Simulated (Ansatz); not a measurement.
## HgTe: stiffness from a series of strains

```
CELL_PARAMETERS angstrom
0.00000 2.92150 2.92150
2.92150 0.00000 2.92150
2.92150 2.92150 0.00000
ATOMIC_POSITIONS crystal
Hg 0.00000 0.00000 0.00000
Te 0.50000 0.50000 0.50000
```

Atom numbers follow the list: Hg1, Te2.

The cell comes from COD entry 1538296, which wasn't checked; take it as a given geometry.

Spin–orbit coupling is left out, though it moves levels of the heavy atoms by tenths of an eV or more.

The calculation used DFT, PBE, all-electron LAPW, scalar-relativistic in Ansatz 0.2.0.

Settings: a Γ-centred 10×10×10 k mesh, Fermi–Dirac smearing of 0.08 eV, basis error target 1 meV/atom, no spin polarisation.

The strain is applied along the Cartesian axes of the cell as listed (the other components stay zero). Fractional coordinates are held (clamped ions).

σ is the change of stress from the unstrained cell, which is at 10.35 GPa; tension is positive, so slopes are stress–strain coefficients at that pressure. In a metal the k mesh adds noise.

Only quantities that a quadratic follows smoothly over the whole series are listed; rougher ones are left out.

| εxx = εyy | σzz (GPa) | σxx (GPa) |
| --- | --- | --- |
| -0.0300 | -3.35 | -8.90 |
| -0.0200 | -2.12 | -5.57 |
| -0.0100 | -1.02 | -2.60 |
| 0.0000 | 0.00 | 0.00 |
| 0.0200 | 1.90 | 4.23 |
| 0.0300 | 2.81 | 5.92 |

Fit the series and read off the stiffness at zero strain.

Least-squares fits y = p0 + p1 x + p2 x² to the rows give σzz (GPa): p1 = 102, p2 = -320; σxx (GPa): p1 = 246, p2 = -1700. So 2 C12 = 102 GPa and C11 + C12 = 246 GPa.

One run, at εxx = εyy = 0.0100, is withheld. Predict its row.

The fits give 1.00, 2.30; the run gave 0.96, 2.27.
